**Al3GaN4 under pressure: why the gap widens, and why ever more slowly**

Squeezing a crystal pushes its atoms together. Their orbitals overlap more, each band of levels grows wider, and the gap between the filled and the empty bands ought to shrink until the crystal turns into a metal. For this aluminium gallium nitride the calculation gives the opposite.

Al3GaN4 (8-atom cell, space group Pm), relaxed under hydrostatic pressure at zero temperature with its symmetry kept. Ansatz 0.2.0, r2SCAN, plane-wave PAW, scalar-relativistic, no spin polarisation, cutoff 500 eV, k mesh 6×8×4, Gaussian smearing of 0.02 eV. Changes are relative to the cell relaxed at zero pressure, with a = 5.038 Å and c = 5.410 Å.

```csv
applied pressure (GPa),volume change (%),a change (%),c change (%),band gap (eV),gap kind
-2,0.98,0.35,0.32,4.064,direct
2,-0.94,-0.34,-0.31,4.226,direct
5,-2.28,-0.82,-0.74,4.340,direct
10,-4.32,-1.58,-1.41,4.517,indirect
20,-7.88,-2.93,-2.59,4.838,indirect
```

The band gap widens at every step, from the slightly stretched crystal at -2 GPa to the one at 20 GPa. It does so at a falling rate. Between -2 and 2 GPa each GPa adds about 40 meV, and between 10 and 20 GPa only about 32 meV. There are thus two things to explain, the direction and the slowing.

**The direction**

The opening argument is right about the widths of bands but forgets where their centres go. In a nitride of this kind each atom has four neighbours, and the electrons fill the bonding combinations of orbitals and leave the antibonding ones empty. More overlap pushes these two groups apart as well as broadening each of them. Which effect wins depends on the states that form the edges of the gap.

For the related crystals AlN and GaN these states are well known, and I take them to be the same here, since the calculation lists no orbital characters. The top of the filled bands consists mostly of nitrogen p orbitals. The bottom of the empty bands is an antibonding mixture of s orbitals on metal and nitrogen, at the centre of the Brillouin zone, the point Γ. Shorter bonds make such an antibonding state costlier, so it moves up relative to the filled p states and the gap opens.

The size of the effect needs one more thought. Orbital coupling grows roughly as one over the bond length squared. If the whole gap followed that rule, it would gain only about a third of the 0.69 eV that it gains between zero pressure and 20 GPa. But the gap is what remains of a larger splitting after a subtraction: the empty edge is built from s orbitals and the filled edge from p orbitals, and in each free atom the s level lies below the p level. This atomic offset works against the gap and hardly changes with pressure, so a modest growth of the coupling can become a large relative growth of the gap.

This is an argument from theory, and a rough one. It leaves out that the levels of metal and nitrogen differ in energy. That difference hardly changes with pressure either, but it works for the gap. In a nitride it is large and may cancel much of the atomic offset, or even all of it, and with it the extra growth. The sketch can also be tested on one point. Taken literally, it would make the gap respond more strongly to each further percent of compression, by several percent over the range. As shown below, the response does grow, but only by about 2 %. I trust the sketch for the direction. For the excess over the simple scaling it offers only a possible reason, and it settles neither the size of the rise nor the finer shape of the curve.

**Three explanations of the slowing**

The tempting one stands in the last column. The gap kind changes from direct to indirect at 10 GPa, which suggests that another part of the empty bands has taken over as the lower edge. Gallium arsenide is the familiar example: its gap at Γ widens under pressure until a different valley of the conduction band, which moves slowly downwards, becomes the lowest, and from then on the gap shrinks.

The second possibility is that the electrons tire: each further percent of compression opens the gap by less than the one before. The third puts the cause in the lattice. A compressed crystal is harder to compress further, so each GPa buys less shortening of the bonds, even if the electrons respond to that shortening as before.

**The change of gap kind**

If a new valley caused the slowing, the gap would rise steadily up to the change and bend there. The slowing starts earlier. Between 2 and 5 GPa, where both rows are still direct, the rise has already dropped to 38 meV per GPa.

The same runs also give the gap at Γ itself, where both edges lie on the calculated mesh of k points in every row. It exceeds the printed gap by only about 3 meV at 20 GPa. In the last step it rises by 32.3 meV per GPa, against 32.1 for the printed gap, so the slowing is present in the Γ gap as well. The word "indirect" doesn't hold on that mesh, where the gap is direct in all five rows; it may mean that one edge lies slightly off the mesh points. Where it sits is not recorded, and for the trend it hardly matters.

**Electrons or lattice**

The other two explanations can be separated by splitting the slope into two factors. With $E_g$ for the band gap, $P$ for the pressure and $V$ for the volume,

$$\frac{dE_g}{dP}=\frac{dE_g}{d\ln V}\cdot\frac{d\ln V}{dP}=-\frac{1}{B}\,\frac{dE_g}{d\ln V}.$$

The derivative on the right is the response of the electrons to a change of volume. The other factor contains the bulk modulus $B$, the resistance of the crystal to compression. The logarithm counts each percent relative to the volume reached so far, which is also how $B$ is defined.

The volumes in the table settle the matter. The bulk modulus grows from about 208 GPa in the first step to 264 GPa in the last, so the compression bought by one GPa falls by 21 %. The rise of the gap per GPa falls by 21 % too. Meanwhile one percent of compression opens the gap by about 84 meV in each step. The rounded table hides a small trend: with the unrounded volumes and Γ gaps of the same runs, the response creeps up from 83.5 meV in the first step to 85.3 meV in the last, by about 2 %.

That near-constancy belongs to the logarithmic measure. Counted in percent of the starting volume, as the column volume change does, the response even grows a little, from 84 to 90 meV. In neither measure do the electrons tire. The slowing comes from the lattice.

Why the lattice stiffens is ordinary physics of bonds. Near its natural length a bond sits at the bottom of an energy well. The inner wall of that well, where electron clouds are forced into each other, is steeper than the outer one. In a well shaped like a parabola the force would grow evenly and the bond would stay equally stiff; $B$ would still be expected to rise somewhat, because the bond forces act on a shrinking area, but by much less than the table shows. Here the well curves more sharply on the way in, so each further shortening of the same size needs a larger extra push than the one before.

**A worked estimate**

A straight line of the gap against $\ln V$ makes this usable. I fitted it by least squares to the three direct rows only, so that a change of band edge would show up as a miss in the other two:

$$E_g = 4.146\ \text{eV} - 8.41\ \text{eV}\times\ln(V/V_0),$$

where $V_0$ is the volume at zero pressure. At 20 GPa the volume has shrunk by 7.88 %, so $\ln(V/V_0)=\ln 0.9212=-0.0821$. The gain is $8.41\times0.0821=0.690$ eV, and the gap comes out at 4.84 eV. The calculation gives 4.838 eV for this row, which was not part of the fit. The closeness owes something to rounding. The unrounded runs at -2 and 5 GPa give a slope of 8.36 eV, and a line with that slope ends about 8 meV below the Γ gap at 20 GPa, as the slowly growing response implies.

A line drawn through the same three rows against pressure instead of volume gives 4.93 eV, too high by about 0.1 eV. It assumes that the crystal goes on yielding as easily as it does near zero pressure. The volume line does not have to assume this, because it is told the actual volume. In return it needs that volume as an input and can't supply it from the pressure alone.

**Using the result**

Up to about 5 GPa, 40 meV per GPa is a fair rule for this crystal. At higher pressure it is safer to find the volume first and then read the gap from the volume. The same two questions help with a related nitride whose gap also lies at Γ: how strongly does its gap respond to volume, and how stiff is it? With an equal response, the softer crystal shows the larger shift per GPa.

The rule holds for pressure that acts equally from all sides. Under such pressure the cell shrinks almost evenly: at 20 GPa the ratio of $a$ to $c$ has changed by only 0.35 %. A thin film stretched by its substrate changes shape far more for the same change of volume, and these rows do not tell how its gap would react.

Two cautions concern the values themselves. The r2SCAN functional gives gaps that are too small for nitrides, so 4.1 eV at zero pressure should not be read as the measured gap. The rise per GPa may be somewhat too small as well; no other method was run to test it. And the relaxation keeps the symmetry of the starting crystal. Aluminium nitride is known to change to the denser rock-salt structure at high pressure, and no such competitor was calculated here, so the row at 20 GPa may describe a crystal that would no longer be the stable one.
